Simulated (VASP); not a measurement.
# Te2Pt (Moncheite) (P-3m1) in VASP: a series of runs

One crystal, Te2Pt (Moncheite), is run at these levels: r2SCAN, rev-vdW-DF2; tasks: relaxation of cell and atoms.

All numbers are computed with VASP 6.6.1; they aren't measurements. Logs are shortened: lines on timing, memory, paths and dates and some standing lists are left out, and cuts for length are marked.

**1. The crystal as given**

It takes space group P-3m1 (No. 164, trigonal). Conventional cell: a = 4.010 Å, b = 4.010 Å, c = 5.201 Å, α = 90.00°, β = 90.00°, γ = 120.00°. Te (site symmetry 3m) has 3 Pt at 2.66 Å as nearest neighbours. Pt (site symmetry -3m) has 6 Te at 2.66 Å as nearest neighbours.

**2. Relaxation of cell and atoms, r2SCAN**

INCAR reads:

```
SYSTEM = Te2Pt
ALGO = Normal
EDIFF = 1E-6
EDIFFG = -0.01
ENCUT = 600
IBRION = 2
ISIF = 3
ISMEAR = 1
LASPH = .True.
LCHARG = .False.
LMIXTAU = .True.
LREAL = .False.
LWAVE = .False.
METAGGA = R2SCAN
NELM = 80
NSW = 90
PREC = Accurate
SIGMA = 0.1
```

KPOINTS reads:

```
k-points
0
Gamma
  12 12 7
  0 0 0
```

POSCAR reads:

```
Te2Pt
1.0
    4.0100000000      0.0000000000      0.0000000000
   -2.0050000000      3.4727618692      0.0000000000
    0.0000000000      0.0000000000      5.2010000000
Te Pt
2 1
Direct
    0.3333333333      0.6666666667      0.2500000000
    0.6666666667      0.3333333333      0.7500000000
    0.0000000000      0.0000000000      0.0000000000
```

Potentials or basis: VASP PAW PBE potentials, release 64 (Te, Pt).

Command:

```
> cat potpaw_PBE.64/Te/POTCAR potpaw_PBE.64/Pt/POTCAR > POTCAR
> mpirun -np 1 vasp_std > vasp.out
```

OUTCAR:

```text
SYSTEM = Te2Pt
   EDIFF = 1E-6
   EDIFFG = -0.01
   ENCUT = 600
   IBRION = 2
   ISIF = 3
   ISMEAR = 1
   LASPH = .True.
   LREAL = .False.
   METAGGA = R2SCAN
   NELM = 80
   NSW = 90
   PREC = Accurate

 ion  position               nearest neighbor table
   1  0.333  0.667  0.250-   3 2.66   3 2.66   3 2.66   2 3.48   2 3.48   2 3.48   2 3.48   2 3.48
                             2 3.48
   2  0.667  0.333  0.750-   3 2.66   3 2.66   3 2.66   1 3.48   1 3.48   1 3.48   1 3.48   1 3.48
                             1 3.48
   3  0.000  0.000  0.000-   1 2.66   2 2.66   2 2.66   1 2.66   2 2.66   1 2.66

  LATTYP: Found a hexagonal cell.
 ALAT       =     4.0100000000
 C/A-ratio  =     1.2970074813

  Lattice vectors:

 A1 = (   4.0100000000,   0.0000000000,   0.0000000000)
 A2 = (  -2.0050000000,   3.4727618692,   0.0000000000)
 A3 = (   0.0000000000,   0.0000000000,   5.2010000000)

Analysis of symmetry for initial positions (statically):
=====================================================================
 Subroutine PRICEL returns:
 Original cell was already a primitive cell.

 Routine SETGRP: Setting up the symmetry group for a
 hexagonal supercell.

 Subroutine GETGRP returns: Found 12 space group operations
 (whereof 12 operations were pure point group operations)
 out of a pool of 24 trial point group operations.

The static configuration has the point symmetry D_3d.

Analysis of symmetry for dynamics (positions and initial velocities):
=====================================================================
 Subroutine PRICEL returns:
 Original cell was already a primitive cell.

 Routine SETGRP: Setting up the symmetry group for a
 hexagonal supercell.

 Subroutine GETGRP returns: Found 12 space group operations
 (whereof 12 operations were pure point group operations)
 out of a pool of 24 trial point group operations.

The dynamic configuration has the point symmetry D_3d.

 Subroutine INISYM returns: Found 12 space group operations
 (whereof 12 operations are pure point group operations),
 and found     1 'primitive' translations

----------------------------------------------------------------------------------------

                                     Primitive cell

  volume of cell :      72.4280

  direct lattice vectors                    reciprocal lattice vectors
     4.010000000  0.000000000  0.000000000     0.249376559  0.143977623  0.000000000
    -2.005000000  3.472761869  0.000000000     0.000000000  0.287955246  0.000000000
     0.000000000  0.000000000  5.201000000     0.000000000  0.000000000  0.192270717

  length of vectors
     4.010000000  4.010000000  5.201000000     0.287955246  0.287955246  0.192270717

  position of ions in fractional coordinates (direct lattice)
     0.333333333  0.666666667  0.250000000
     0.666666667  0.333333333  0.750000000
     0.000000000  0.000000000  0.000000000

  ion indices of the primitive-cell ions
   primitive index   ion index
                 1           1
                 2           2
                 3           3

----------------------------------------------------------------------------------------

 KPOINTS: k-points

Automatic generation of k-mesh.
 Grid dimensions read from file:
 generate k-points for:   12   12    7

 Generating k-lattice:

  Cartesian coordinates                     Fractional coordinates (reciprocal lattice)
     0.020781380  0.011998135  0.000000000     0.083333333  0.000000000  0.000000000
     0.000000000  0.023996271  0.000000000     0.000000000  0.083333333  0.000000000
     0.000000000  0.000000000  0.027467245     0.000000000  0.000000000  0.142857143

  Length of vectors
     0.023996271  0.023996271  0.027467245

  Shift w.r.t. Gamma in fractional coordinates (k-lattice)
     0.000000000  0.000000000  0.000000000

 Subroutine IBZKPT returns following result:
 ===========================================

 Found    112 irreducible k-points:

 Following reciprocal coordinates:
            Coordinates               Weight
  0.000000  0.000000  0.000000      1.000000
  0.083333  0.000000  0.000000      6.000000
  0.166667  0.000000  0.000000      6.000000
  0.250000  0.000000  0.000000      6.000000
  0.333333  0.000000  0.000000      6.000000
  0.416667  0.000000  0.000000      6.000000
[... 16 lines left out ...]
  0.166667  0.000000  0.142857      6.000000
  0.000000  0.166667  0.142857      6.000000
 [... further k-points ...]
   k-points           NKPTS =    112   k-points in BZ     NKDIM =    112   number of bands    NBANDS=     15
   number of dos      NEDOS =    301   number of ions     NIONS =      3
   total plane-waves  NPLWV =  43008
   dimension x,y,z NGX =    32 NGY =   32 NGZ =   42
   dimension x,y,z NGXF=    64 NGYF=   64 NGZF=   84
   ions per type =               2   1
   NGX,Y,Z   is equivalent  to a cutoff of  13.27, 13.27, 13.42 a.u.
   NGXF,Y,Z  is equivalent  to a cutoff of  26.53, 26.53, 26.85 a.u.
 SYSTEM =  Te2Pt
   PREC   = accura    normal or accurate (medium, high low for compatibility)
   ISTART =      0    job   : 0-new  1-cont  2-samecut
   ICHARG =      2    charge: 1-file 2-atom 10-const
   ISPIN  =      1    spin polarized calculation?
   LNONCOLLINEAR =      F non collinear calculations
   LSORBIT =      F    spin-orbit coupling
   LASPH  =      T    aspherical Exc in radial PAW
   ENCUT  =  600.0 eV  44.10 Ry    6.64 a.u.   8.01  8.01 10.39*2*pi/ulx,y,z
   NELM   =     80;   NELMIN=  2; NELMDL= -5     # of ELM steps
   EDIFF  = 0.1E-05   stopping-criterion for ELM
   LREAL  =      F    real-space projection
   EDIFFG = -.1E-01   stopping-criterion for IOM
   NSW    =     90    number of steps for IOM
   IBRION =      2    ionic relax: 0-MD 1-quasi-New 2-CG
   NFREE  =      1    steps in history (QN), initial steepest desc. (CG)
   ISIF   =      3    stress and relaxation
   ISYM   =      2    0-nonsym 1-usesym 2-fastsym
   POTIM  = 0.5000    time-step for ionic-motion
   TEBEG  =    0.0;   TEEND  =   0.0 temperature during run
   PSTRESS=    0.0 pullay stress
   NELECT =      22.0000    total number of electrons
   NUPDOWN=      -1.0000    fix difference up-down
   EMIN   =  10.00;   EMAX   =-10.00  energy-range for DOS
   EFERMI =   0.00;   METHOD = LEGACY
   ISMEAR =     1;   SIGMA  =   0.10  broadening in eV -4-tet -1-fermi 0-gaus
   EFERMI_NEDOS =   21; number of points for ismear=-14 and -15
   IALGO  =     38    algorithm
   IMIX   =      4    mixing-type and parameters
     AMIX     =   0.40;   BMIX     =  1.00
     AMIX_MAG =   1.60;   BMIX_MAG =  1.00
  volume/ion in A,a.u.               =      24.14       162.92
  Fermi-wavevector in a.u.,A,eV,Ry     =   1.100475  2.079597 16.477281  1.211046
  Thomas-Fermi vector in A             =   2.236887
   LORBIT       =      0    0 simple, 1 ext, 2 COOP (PROOUT), +10 PAW based schemes
   METAGGA = R2SCAN    functional components
   LHFCALC =     F    Hartree Fock is set to
   AEXX    =    0.0000 exact exchange contribution
   IVDW    =     0    specifies the selected vdW correction
   LEPSILON=     F    determine dielectric tensor
   LRPA    =     F    only Hartree local field effects (RPA)
 conjugate gradient relaxation of ions
 non-spin polarized calculation
 Methfessel and Paxton  Order N= 1 SIGMA  =   0.10
  energy-cutoff  :      600.00
  volume of cell :       72.43
 maximum number of plane-waves:      2442
   NGX = 17   NGY = 17   NGZ = 21

--------------------------------------- Ionic step        1  -------------------------------------------

 number of electron      22.0000001 magnetization

 Free energy of the ion-electron system (eV)
  ---------------------------------------------------
  ext. energy  EPLUGINS =         0.00000000
  ---------------------------------------------------
  free energy    TOTEN  =      -103.54568902 eV

  energy without entropy =     -103.54525155  energy(sigma->0) =     -103.54554319

------------------------ aborting loop because EDIFF is reached ----------------------------------------

  FORCE on cell =-STRESS in cart. coord.  units (eV):
  Direction    XX          YY          ZZ          XY          YZ          ZX
  --------------------------------------------------------------------------------------
  -------------------------------------------------------------------------------------
  Total        3.1287039      3.1287039      3.0097566      0.0000000      0.0000000      0.0000000
  in kB       69.2099943     69.2099943     66.5787640      0.0000000      0.0000000      0.0000000
  external PRESSURE =      68.3329176 kB  Pullay stress =       0.0000000 kB
[... 92 lines left out ...]
  FREE ENERGIE OF THE ION-ELECTRON SYSTEM (eV)
  ---------------------------------------------------
  free  energy   TOTEN  =      -103.6388549070 eV

  energy  without entropy=     -103.6384689851  energy(sigma->0) =     -103.63872627

[... ionic steps 4 to 15 ...]

--------------------------------------- Ionic step       16  -------------------------------------------

 number of electron      21.9999998 magnetization

------------------------ aborting loop because EDIFF is reached ----------------------------------------
[... 69 lines left out ...]
--------------------------------------- Ionic step       18  -------------------------------------------

 number of electron      21.9999998 magnetization

 Free energy of the ion-electron system (eV)
  ---------------------------------------------------
  ext. energy  EPLUGINS =         0.00000000
  ---------------------------------------------------
  free energy    TOTEN  =      -103.64656280 eV

  energy without entropy =     -103.64567392  energy(sigma->0) =     -103.64626651

 E-fermi :   7.9233     XC(G=0): -10.8247

 val. band max:        7.9216002979   @ k =  -0.0833   0.2500   0.1429
 cond. band min:       7.9368514112   @ k =   0.0000   0.0833   0.2857
 fundamental gap:      0.0152511133
 Fermi energy:         7.9233226547

 k-point     1 :       0.0000    0.0000    0.0000
  band No.  band energies     occupation
      1      -6.4255      2.00000
      2      -3.2707      2.00000
      3       1.0716      2.00000
      4       1.9868      2.00000
      5       1.9868      2.00000
      6       3.9179      2.00000
      7       3.9179      2.00000
      8       5.0212      2.00000
      9       7.3012      2.00000
     10       7.3012      2.00000
     11       9.0912     -0.00000
     12       9.1026     -0.00000
     13       9.1026     -0.00000
     14      11.2271      0.00000
[... 401 lines left out ...]
      2      -3.5810      2.00000
      3       1.4433      2.00000
      4       2.1218      2.00000
      5       2.3859      2.00000
      6       3.5341      2.00000
      7       3.8061      2.00000
      8       4.6485      2.00000
      9       5.9972      2.00000
     10       6.9378      2.00000
     11       8.3553     -0.00000
     12       8.8966     -0.00000
     13       8.9552     -0.00000
     14      11.8376      0.00000
     15      12.9621      0.00000

 [... further k-points ...]

------------------------ aborting loop because EDIFF is reached ----------------------------------------

  FORCE on cell =-STRESS in cart. coord.  units (eV):
  Direction    XX          YY          ZZ          XY          YZ          ZX
  --------------------------------------------------------------------------------------
  -------------------------------------------------------------------------------------
  Total       -0.0256721     -0.0256721      0.0116334     -0.0000000      0.0000000      0.0000000
  in kB       -0.5313904     -0.5313904      0.2408013     -0.0000000      0.0000000      0.0000000
  external PRESSURE =      -0.2739932 kB  Pullay stress =       0.0000000 kB
[... 18 lines left out ...]
  FREE ENERGIE OF THE ION-ELECTRON SYSTEM (eV)
  ---------------------------------------------------
  free  energy   TOTEN  =      -103.6465628042 eV

  energy  without entropy=     -103.6456739235  energy(sigma->0) =     -103.64626651

 reached required accuracy - stopping structural energy minimisation
```

It took 46 min on 1 thread of Intel Xeon Platinum 8375C at 2.90GHz (Ice Lake), shared host; peak memory 0.35 GiB.

Results:

```
Free energy                            : -103.6466 eV
Relaxed volume                         : 25.80 Å³/atom
Relaxed cell                           : a = 4.050 Å, b = 4.050 Å, c = 5.449 Å, α = 90.00°, β = 90.00°, γ = 120.00°
Space group after relaxing (to 0.05 Å) : P-3m1 (No. 164)
Energy gained by relaxing              : 33.6 meV/atom
Ionic steps                            : 18
Pressure after relaxing                : 0.0 GPa
Band gap on the k mesh                 : none (metal or under the smearing width)
```

The path:
```
step  energy change (eV)  largest force (eV/Å)  pressure (GPa)  volume (Å³)
   1              0.0000                0.8985            6.83        72.43
   2              0.1456                0.9079           -8.22        83.77
   3             -0.0932                0.0704           -0.28        76.47
   4             -0.0933                0.0895           -0.13        76.35
   5             -0.0932                0.1036           -0.01        76.27
   6             -0.0977                0.0306            0.08        76.25
   7             -0.0991                0.0367            0.16        76.22
   8             -0.0991                0.0392            0.18        76.21
   9             -0.0991                0.0508            0.18        76.21
  10             -0.0991                0.0440            0.18        76.21
  11             -0.0994                0.0730           -0.15        76.54
  12             -0.0994                0.0752           -0.16        76.57
  13             -0.0996                0.0672           -0.15        76.62
  14             -0.1002                0.0427           -0.07        76.77
  15             -0.1008                0.0035            0.09        77.09
  16             -0.1008                0.0160            0.14        77.17
  17             -0.1009                0.0068           -0.10        77.51
  18             -0.1009                0.0005           -0.03        77.40
```

Final structure:
```
Te Pt
1.0
     4.05015    0.00000    0.00000
    -2.02508    3.50754    0.00000
     0.00000    0.00000    5.44860
Te Pt
2 1
Cartesian
  0.0000 2.3384 1.3649
  2.0251 1.1692 4.0837
  0.0000 0.0000 0.0000
```

Caveat: the PAW data sets were made with another functional, which shifts forces and pressure a little. Zero-point motion and thermal expansion aren't in these numbers.

**3. Relaxation of cell and atoms, r2SCAN**

This run uses another cell than the first one, of 25.80 Å³/atom, 1.069 times its volume.

Edit INCAR of step 2 so:

```diff
@@ -2,4 +2,4 @@
 ALGO = Normal
-EDIFF = 1E-6
-EDIFFG = -0.01
+EDIFF = 1E-7
+EDIFFG = -0.005
 ENCUT = 600
```

KPOINTS is that of step 2.

POSCAR reads:

```
Te2Pt                                   
1.0
    4.0501530569      0.0000000000      0.0000000000
   -2.0250765284      3.5075354365      0.0000000000
   -0.0000000000     -0.0000000000      5.4485961641
  Te              Pt            
     2     1
Direct
     0.3333333332999970    0.6666666667000030    0.2505012898955730
     0.6666666667000030    0.3333333332999970    0.7494987101044268
     0.0000000000000000    0.0000000000000000    0.0000000000000000
```

Potentials or basis: VASP PAW PBE potentials, release 64 (Te, Pt).

Command:

```
> cat potpaw_PBE.64/Te/POTCAR potpaw_PBE.64/Pt/POTCAR > POTCAR
> mpirun -np 1 vasp_std > vasp.out
```

Wall time 12 min (1 thread of Intel Xeon Platinum 8375C at 2.90GHz (Ice Lake), shared host); peak memory 0.38 GiB.

It converged, with:

| Quantity | Value |
| --- | --- |
| Free energy | -103.6473 eV |
| Energy gained by relaxing | 0.0 meV/atom |
| Ionic steps | 4 |
| Pressure after relaxing | 0.0 GPa |
| Largest force after relaxing | 0.004 eV/Å |
| Band gap on the k mesh | none (metal or under the smearing width) |

Forces on the atoms (eV/Å):
```
Te   0.000  0.000 -0.004
Te   0.000  0.000  0.004
Pt   0.000  0.000  0.000
```

Final structure:
```cif
data_structure
_symmetry_space_group_name_H-M 'P 1'
_symmetry_Int_Tables_number 1
_cell_length_a 4.0485
_cell_length_b 4.0485
_cell_length_c 5.4528
_cell_angle_alpha 90.000
_cell_angle_beta 90.000
_cell_angle_gamma 120.000
_cell_volume 77.40
loop_
_atom_site_label
_atom_site_type_symbol
_atom_site_fract_x
_atom_site_fract_y
_atom_site_fract_z
_atom_site_occupancy
Te1 Te 0.33333 0.66667 0.25052 1
Te2 Te 0.66667 0.33333 0.74948 1
Pt1 Pt 0.00000 0.00000 0.00000 1
```

Levels at points of the mesh, in eV from the Fermi level:
```
           k point  band 7  band 8  band 9  band 10  band 11  band 12  band 13  band 14  band 15
(0.00, 0.00, 0.00)   -4.01   -2.91   -0.62    -0.62     1.17     1.18     1.18     3.31     4.54
(0.50, 0.00, 0.00)   -3.71   -3.64   -3.56    -3.38    -3.03     0.22     2.34     3.86     5.49
```

Caveat: the PAW data sets were made with another functional, which shifts forces and pressure a little. Spin-orbit coupling is left out, which matters for the levels of Pt, Te.

(Part 1 of 2 ends here.)
